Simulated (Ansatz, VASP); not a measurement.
## Two plane-wave programs on Ni

```
Ni
1.0
     0.00000    1.77010    1.77010
     1.77010    0.00000    1.77010
     1.77010    1.77010    0.00000
Ni
1
Cartesian
  0.0000 0.0000 0.0000
```

Alike in both runs: task single point; functional PBE; k mesh 12 × 12 × 12; occupations fermi-dirac, width 0.1 eV; collinear spin.

```csv
,VASP,Ansatz
version,VASP 6.6.1,Ansatz 0.2.0
potentials or method,"VASP PAW PBE potentials, release 64 (Ni)","PAW, plane waves, scalar-relativistic"
plane-wave cutoff (eV),520,420
valence electrons in the cell,10,18
```

VASP gave:

| Property | Result |
| --- | --- |
| pressure (GPa) | -3.0 |
| net moment per atom (μB) | 0.64 |
| size of the moment on the site where the two differ most (μB) | 0.65 |

Question: What did Ansatz give for the same quantities?

Answer: Pressure (GPa): -3.0; net moment per atom (μB): 0.66; size of the moment on the site where the two differ most (μB): 0.70.

Site moments also hang on the region over which each program counts them. The functional is the same, so the differences come from potentials, cutoffs and numerics. The two sets of potentials don't hold the same shells in valence.
